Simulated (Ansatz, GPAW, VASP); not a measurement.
# One calculation of InPd, 3 ways

```
In Pd
1.0
     3.27188    0.00000    0.00000
     0.00000    3.27188    0.00000
     0.00000    0.00000    3.27188
In Pd
1 1
Cartesian
  0.0000 0.0000 0.0000
  1.6359 1.6359 1.6359
```

The cell comes from a database or a generator and needn't be the stable form of this composition.

Alike in all runs: task single point; functional LDA; k mesh 8 × 8 × 8; occupations gaussian, width 0.02 eV; no spin polarisation; no spin-orbit coupling. LDA stands for any of its common fits. Pressure is positive in compression and, in plane waves, holds the error of the finite cutoff, which Ansatz's Pulay term estimates and takes out.

| program and potentials | plane-wave cutoff (eV) | notes | band gap (eV) | pressure (GPa) |
| --- | --- | --- | --- | --- |
| Ansatz, Ansatz PAW | 420 | potentials made for PBE, which Ansatz adapts in part; 15.5 valence electrons an atom on average; Pulay term of +0.04 GPa included | no gap | -6.94 |
| VASP, LDA PAW files In, Pd, 500 eV | 500 | 6.5 valence electrons an atom on average | no gap | -6.90 |
| GPAW, the program's PAW data sets (release 1.2.1) made for this functional | 600 | 14.5 valence electrons an atom on average | no gap | -7.09 |

None finds a gap. The pressure spans -7.09 (GPAW, the program's PAW data sets (release 1.2.1) made for this functional) to -6.90 GPa (VASP, LDA PAW files In, Pd, 500 eV).

The functional is the same throughout but for its coding, so the spread measures potentials, basis and numerics; runs on potential files found faulty are left out.
